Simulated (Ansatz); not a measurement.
# C (Fd-3m): relaxations under a series of pressures

How does C (Fd-3m) give way under pressure? The task is relaxations under a series of pressures, for C (Fd-3m).

Program: Ansatz 0.2.0 through its Python package. Level of theory: DFT PBE, plane waves, PAW. These are calculated values, not measurements.

## Step 1: Starting point

It takes space group Fd-3m (No. 227, cubic). The conventional cell has a = 3.567 Å, b = 3.567 Å, c = 3.567 Å, α = 90.00°, β = 90.00°, γ = 90.00°. C (site symmetry -43m) is surrounded by 4 C at 1.54 Å.

The script holds or builds the structure itself.

## Step 2: Script

compress_c.py

```python
'''Volume and enthalpy of C against pressure.'''

import ansatz as az
import numpy as np
import pandas as pd

def edges_and_angles(cell):
    cell = np.asarray(cell)
    a, b, c = np.linalg.norm(cell, axis=1)
    cosines = cell[1] @ cell[2] / (b * c), cell[0] @ cell[2] / (a * c), cell[0] @ cell[1] / (a * b)
    return (a, b, c, *np.degrees(np.arccos(cosines)))

cell = (
    az.Lattice.fcc(3.56674)
    .space_group(227, origin_choice=1)
    .atom('C', (0.0, 0.0, 0.5))
    .primitive()
)

calc = (
    cell.calculation()
    .functional('PBE')
    .basis(550)
    .kpoints(spacing=0.34)
    .occupations('Fixed')
    .scf(tolerance=1e-07)
)

# H = F + PV, with 1 GPa A^3 = 1/160.21766 eV
rows = []
for pressure in [-2, 0, 2, 5, 10]:
    outcome = calc.relax(cell=True, pressure=pressure, force_tolerance=0.03, max_steps=100).run(threads=1, pin='off')
    cell = outcome.lattice.cell_ang
    n_atoms = len(outcome.lattice.sites)
    volume = abs(np.linalg.det(cell)) / n_atoms
    enthalpy = outcome.report['free_energy_ev'] / n_atoms + pressure * volume / 160.21766
    rows.append((pressure, volume, enthalpy, *edges_and_angles(cell)))
    print(f'{pressure} GPa done: {volume:.4f} A^3/atom')

table = pd.DataFrame(rows, columns=['P_GPa', 'V_A3_atom', 'H_eV_atom', 'a', 'b', 'c', 'alpha', 'beta', 'gamma'])
print(table.round(4).to_string(index=False))
p, v = np.array([row[0] for row in rows], float), np.array([row[1] for row in rows])
print('mean bulk modulus between rows (GPa):', np.round(-np.diff(p) / np.diff(np.log(v)), 1))
```

## Step 3: The calls as engine input

The engine receives this input (first run):

```yaml
crystal:
  lattice:
    bravais: fcc
    a: 3.56674
  space_group: 227
  setting:
    origin_choice: 1
  atoms:
    - { symbol: C, position: [0.0, 0.0, 0.5] }
  reduce_to_primitive: true
basis:
  ecutwfc: 550.0
kpoints:
  mp_grid:
    kspacing: 0.34
hamiltonian:
  xc: pbe
scf:
  convergence:
    dr2_threshold: 1.0e-07
  occupations:
    method: fixed
relax:
  f_tol: 0.03
  max_steps: 100
  cell:
    p_target: -2.0
```

## Step 4: Running it

Run with:

```
> python compress_c.py
```

Standard output:

```text
DeckWarning: relax.cell: scf.convergence.dr2_threshold = 1e-7 eV (the SCF's general default) is looser than the 2e-10 eV advised for a relaxation that steers and ends on the stress (1e-10 eV for each atom of the cell: 2). What an SCF threshold leaves in a [...]
-2 GPa done: 5.7217 A^3/atom
0 GPa done: 5.6952 A^3/atom
2 GPa done: 5.6692 A^3/atom
5 GPa done: 5.6311 A^3/atom
10 GPa done: 5.5704 A^3/atom
 P_GPa  V_A3_atom  H_eV_atom      a      b      c  alpha  beta  gamma
    -2     5.7217  -250.8824 2.5294 2.5294 2.5294   60.0  60.0   60.0
     0     5.6952  -250.8111 2.5255 2.5255 2.5255   60.0  60.0   60.0
     2     5.6692  -250.7402 2.5217 2.5217 2.5217   60.0  60.0   60.0
     5     5.6311  -250.6344 2.5160 2.5160 2.5160   60.0  60.0   60.0
    10     5.5704  -250.4596 2.5069 2.5069 2.5069   60.0  60.0   60.0
mean bulk modulus between rows (GPa): [431.5 437.7 444.6 461.6]
```

(Warnings from the package without file and line, shortened.)

It took 5.9 s on 1 thread of Arm Neoverse V2, shared host; peak memory 0.37 GiB.

## Step 5: What each run gave

The 5 runs, in the order started:

| run | pressure asked (GPa) | energy from run 2 (meV/atom) | final volume (Å³/atom) | pressure (GPa) | gap on the mesh (eV) | SCF cycles in all | CPU time (s) |
| --- | --- | --- | --- | --- | --- | --- | --- |
| 1 | -2 | 0.16 | 5.72 | -1.99 | 4.14 | 15 | 0.91 |
| 2 | 0 | 0.00 | 5.70 | 0.01 | 4.15 | 14 | 0.84 |
| 3 | 2 | 0.16 | 5.67 | 2.00 | 4.16 | 12 | 0.81 |
| 4 | 5 | 0.99 | 5.63 | 5.02 | 4.18 | 15 | 0.88 |
| 5 | 10 | 3.83 | 5.57 | 10.01 | 4.20 | 19 | 1.1 |

## Step 6: The relaxation of run 1, step by step

Step by step:

| step | E - E(step 1) (eV/cell) | largest force component (eV/Å) | pressure (GPa) | volume (Å³) |
| --- | --- | --- | --- | --- |
| 1 | 0.0000 | 0.0000 | 1.80 | 11.34 |
| 2 | -0.0002 | 0.0000 | -0.47 | 11.40 |
| 3 | 0.0001 | 0.0000 | -1.99 | 11.44 |
| 4 | 0.0001 | 0.0000 | -1.99 | 11.44 |

Step 1 is the start. Step 4 repeats the geometry before it on a plane-wave basis chosen anew for that cell, so its energy need not be comparable with the rows above.

Lengths and angles in the start's conventional setting:

«Before» is this run's own start.

|  | before | after | change |
| --- | --- | --- | --- |
| a (Å) | 3.567 | 3.577 | +0.3 % |
| b (Å) | 3.567 | 3.577 | +0.3 % |
| c (Å) | 3.567 | 3.577 | +0.3 % |
| volume (Å³/atom) | 5.67 | 5.72 | +0.9 % |
| shortest distance (Å) | 1.544 | 1.549 | +0.3 % |
| space group (0.01 Å) | Fd-3m | Fd-3m | same |

Forces and stress were held to the start's 48 operations: a distortion of lower symmetry was not tested.

Under a set pressure the enthalpy E + pV is minimised, so E itself may rise.

## Step 7: Path of the relaxation of run 5

Step by step:

| step | energy from step 1 (eV/cell) | largest force component (eV/Å) | pressure (GPa) | volume (Å³) |
| --- | --- | --- | --- | --- |
| 1 | 0.0000 | 0.0000 | 1.80 | 11.34 |
| 2 | 0.0034 | 0.0000 | 6.86 | 11.22 |
| 3 | 0.0075 | 0.0000 | 10.08 | 11.14 |
| 4 | 0.0074 | 0.0000 | 10.00 | 11.14 |
| 5 | 0.0074 | 0.0000 | 10.01 | 11.14 |

Step 1 is the start. Step 5 repeats the geometry before it on a plane-wave basis chosen anew for that cell, so its energy need not be comparable with the rows above.

Lengths and angles in the start's conventional setting:

«Before» is this run's own start.

|  | before | after | change |
| --- | --- | --- | --- |
| a (Å) | 3.567 | 3.545 | -0.6 % |
| b (Å) | 3.567 | 3.545 | -0.6 % |
| c (Å) | 3.567 | 3.545 | -0.6 % |
| volume (Å³/atom) | 5.67 | 5.57 | -1.8 % |
| shortest distance (Å) | 1.544 | 1.535 | -0.6 % |
| space group (0.01 Å) | Fd-3m | Fd-3m | same |

The run keeps the 48 symmetry operations of the start, so it could not have lowered the symmetry.

Under a set pressure the enthalpy E + pV is minimised, so E itself may rise.

## Step 8: Results

| quantity | value |
| --- | --- |
| bulk modulus between neighbouring pressures | 431.5 to 461.6 GPa |
| runs compared | 5 |
| range of energy | 3.83 meV/atom |

The crystal stiffens as it is compressed. The volume falls from 5.72 Å³ an atom at -2 GPa to 5.57 at 10 GPa, by 2.6 %. Between -2 and 0 GPa, -V dP/dV is about 431 GPa, a mean over that step. In run 1, over 2 moves the cell grew by 0.9 % in volume under the -2 GPa asked, and the space group stayed Fd-3m. In run 5, over 3 moves the cell shrank by 1.8 % in volume under the 10 GPa asked, and the space group stayed Fd-3m. Reading the output:
- At a fixed pressure a relaxation lowers the enthalpy F + PV, while F alone can rise.
- Edges and angles that the script prints are those of the cell as typed, here a primitive one.
- Symmetry holds the cell in this phase, so another phase that may be stable under pressure is not reached.
